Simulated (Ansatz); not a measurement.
A plane-wave DFT run in Ansatz 0.2.0 (scalar-relativistic PAW potentials unless the input names others): input and command.

```yaml
crystal:
  lattice:
    - [1.9123148476, 1.104075492, 6.5612086664]
    - [-1.9123148476, 1.104075492, 6.5612086664]
    - [0.0, -2.2081509841, 6.5612086664]
  atoms:
    - { symbol: Na, position: [0.7539326548, 0.7539326548, 0.7539326548] }
    - { symbol: Na, position: [0.2460673452, 0.2460673452, 0.2460673452] }
    - { symbol: Cl, position: [0.0, 0.0, 0.0] }
basis:
  ecutrho_ratio: 12
kpoints:
  mp_grid: { grid: [12, 12, 12] }
hamiltonian:
  xc: lda
  pseudopotentials: { kind: paw, source: jth }
scf:
  occupations: { method: tetrahedron_uncorrected }
output:
  forces: true
  eigenvalues: true
  stress: true
```

```bash
ansatz run input.yaml --threads 1 --pin off --max-ram 2560MiB --backend cpu --events-out ev --progress --plain --runs-dir out
```

Abridged log:
```
Warning: <dir> the checks of this Na dataset prove no rule for summing its radial tables, as where they were carried onto another mesh than they were made on, and Gregory's rule is taken, under which a leading mesh point left out moves its sums only by what lay on the interval it spanned. ...
Warning: <dir> the checks of this Cl dataset prove no rule for summing its radial tables, as where they were carried onto another mesh than they were made on, and Gregory's rule is taken, under which a leading mesh point left out moves its sums only by what lay on the interval it spanned. ...
Pseudopotentials: kind: paw
Pseudopotential: Na, paw, valence charge 9, recommended cutoff 1440 eV (normal)
Pseudopotential: Cl, paw, valence charge 7, recommended cutoff 930 eV (normal)
Functional definition: SPW92
Crystal: 3 atoms, lattice volume = 83.118 Å³
Basis set: ecut = 1440 eV, 10343 PW (Γ), FFT grids on a1−a3, a2−a3, a3
Bands: 17, of which v1, the nominal top of the filled ones, is band 13 counted from 1 (12 counted from 0)
Symmetry: 12 space group operations
Space group: R-3m (ITA 166), of the structure as read, at distance tolerance 4.4e-5 Å
k-points: 189 of 1728
Initial density: superposition of atomic densities (chi_scale 0.1, normalization cell, long waves kept (reshape's long-wave potential 0.30 eV rms))
Initial wavefunctions: pseudopotential atomic-orbital guess
Functional: x = slater, c = lda
SCF iter   1: F=—  HF=-3982.157027 eV  |F-HF|=—  |Δ(HF+E_count)|=         —  Δρ=8.79e-2  dr2=1.08e1  ethr=3.10e-3  ⟨swp⟩=10.9  Hψ=27853  notcnv=0
SCF iter   2: F=—  HF=-3979.527909 eV  |F-HF|=—  |Δ(HF+E_count)|=    2.63e0  Δρ=3.47e-2  dr2=2.12e0  ethr=3.10e-3  ⟨swp⟩=4.4  Hψ=9740  notcnv=0  defer=30
SCF iter   3: F=—  HF=-3978.840456 eV  |F-HF|=—  |Δ(HF+E_count)|=   6.87e-1  Δρ=1.39e-2  dr2=7.09e-1  ethr=3.10e-3  ⟨swp⟩=4.7  Hψ=6584  notcnv=0  defer=30
SCF iter   4: F=—  HF=-3978.543995 eV  |F-HF|=—  |Δ(HF+E_count)|=   2.96e-1  Δρ=6.23e-3  dr2=1.82e-1  ethr=2.84e-3  ⟨swp⟩=4.8  Hψ=6281  notcnv=0  defer=30
SCF iter   5: F=—  HF=-3978.470190 eV  |F-HF|=—  |Δ(HF+E_count)|=   7.38e-2  Δρ=2.52e-3  dr2=2.74e-2  ethr=7.28e-4  ⟨swp⟩=4.7  Hψ=6522  notcnv=0  defer=37
SCF iter   6: F=—  HF=-3978.459900 eV  |F-HF|=—  |Δ(HF+E_count)|=   1.03e-2  Δρ=1.96e-3  dr2=2.00e-3  ethr=1.10e-4  ⟨swp⟩=5.7  Hψ=8587  notcnv=0  defer=38
SCF iter   7: F=—  HF=-3978.459229 eV  |F-HF|=—  |Δ(HF+E_count)|=   6.71e-4  Δρ=6.29e-4  dr2=5.12e-4  ethr=8.00e-6  ⟨swp⟩=3.6  Hψ=8030  notcnv=0  defer=37
SCF iter   8: F=—  HF=-3978.459137 eV  |F-HF|=—  |Δ(HF+E_count)|=   9.21e-5  Δρ=1.83e-4  dr2=4.15e-5  ethr=2.05e-6  ⟨swp⟩=4.5  Hψ=7533  notcnv=0  defer=39
SCF iter   9: F=—  HF=-3978.459150 eV  |F-HF|=—  |Δ(HF+E_count)|=   1.27e-5  Δρ=3.65e-5  dr2=2.38e-6  ethr=1.66e-7  ⟨swp⟩=5.3  Hψ=6713  notcnv=0  defer=40
SCF iter  10: F=—  HF=-3978.459150 eV  |F-HF|=—  |Δ(HF+E_count)|=   3.36e-7  Δρ=1.20e-5  dr2=2.30e-7  ethr=9.50e-9  ⟨swp⟩=5.4  Hψ=6353  notcnv=0  defer=42
SCF iter  11: F=-3978.459150 eV  HF=-3978.459150 eV  |F-HF|=8.58e-9  |Δ(HF+E_count)|=   1.07e-7  Δρ=3.24e-6  dr2=1.12e-8  ethr=4.00e-10  ⟨swp⟩=8.3  Hψ=16824  notcnv=0
SCF 1 converged in 11 iterations: F = -3978.459150 eV  dr2 = 1.12e-8
SCF converged after 11 iterations
Free energy (F): -3978.459150 eV
Harris-Foulkes:  -3978.459150 eV  (|F-HF|=8.58e-9)
Internal energy: -3978.459150 eV  (E = F + TS)
E sigma→0 (E₀):  -3978.459150 eV
Fermi energy:    3.517007 eV
--- Forces (eV/Å), atoms counted from 1 ---
  atom   1  Na     0.00000000     0.00000000    -0.13393393
  atom   2  Na     0.00000000     0.00000000     0.13393393
  atom   3  Cl     0.00000000     0.00000000     0.00000000
--- Stress (GPa, compression-positive) ---
       -0.779111       0.000000       0.000000
        0.000000      -0.779111       0.000000
        0.000000       0.000000      -0.857799
  P = ⅓ Tr σ = -0.8053 GPa (-8.053 kbar)
```

Apart from outputs and empty bands, the input differs from a reference run on usual settings in hamiltonian.pseudopotentials: not typed → {"kind": "paw", "source": "jth"}; scf.occupations.width: 0.1 → not typed; scf.occupations.method: "gaussian" → "tetrahedron_uncorrected"; basis.ecutrho_ratio: not typed → 12; basis.ecutwfc: 420 → not typed. The reference, at the same geometry (not necessarily relaxed), gave pressure -0.93 GPa, largest force 0.149 eV/Å, no gap on the mesh. This run converged in 11 SCF iterations (reference: 8) with a total energy on another zero, pressure -0.81 GPa, largest force 0.134 eV/Å, no gap on the mesh.

It took 3 min on 1 thread of Arm Neoverse N1, on a shared host, peak memory 1.8 GiB.